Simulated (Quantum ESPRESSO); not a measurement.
BaTiO3, 5 atoms in the cell. It takes space group Pm-3m (No. 221, cubic). Conventional cell: a = 4.006 Å, b = 4.006 Å, c = 4.006 Å, α = 90.00°, β = 90.00°, γ = 90.00°. Ba (site symmetry m-3m) is surrounded by 12 O at 2.83 Å. Around Ti (site symmetry m-3m) lie 6 O at 2.00 Å. O (site symmetry 4/mmm) has 2 Ti at 2.00 Å as nearest neighbours. 

- Program: Quantum ESPRESSO 7.5
- Task: phonons
- Functional: PBE
- Potentials or basis: JTH 2.0 PBE
- Cutoff: 707 eV
- Density cutoff: 4245 eV
- k mesh: 4 × 4 × 4, shifted
- Occupations: fermi-dirac, width 0.05 eV
- Spin: no spin polarisation
- Mixing beta: 0.5
- Most SCF iterations: 120
- SCF threshold: 1e-09 Ry

Potentials or basis: JTH 2.0 PBE.

Launch:

```sh
$ OMP_NUM_THREADS=1 pw.x -in pw.in > pw.out
$ OMP_NUM_THREADS=1 pw.x -in relax.in > relax.out
$ OMP_NUM_THREADS=1 pw.x -in scf2.in > scf2.out
$ OMP_NUM_THREADS=1 ph.x -in ph.in > ph.out
$ OMP_NUM_THREADS=1 dynmat.x -in dynmat.in > dynmat.out
$ OMP_NUM_THREADS=1 dynmat.x -in dynmat_lo.in > dynmat_lo.out
```

Hardware: 1 thread of Intel(R) Xeon(R) Processor @ 2.50GHz (Skylake/Cascade Lake), with other jobs on the host.

Problem. How long does it take, and how much memory?

Solution. Wall time 38 min on 1 thread of Intel(R) Xeon(R) Processor @ 2.50GHz (Skylake/Cascade Lake), on a shared host, peak memory 0.21 GiB. Counts: scf iterations 72, k pools 1, bands 28, ion steps 4, k points 4, g dense 40339.
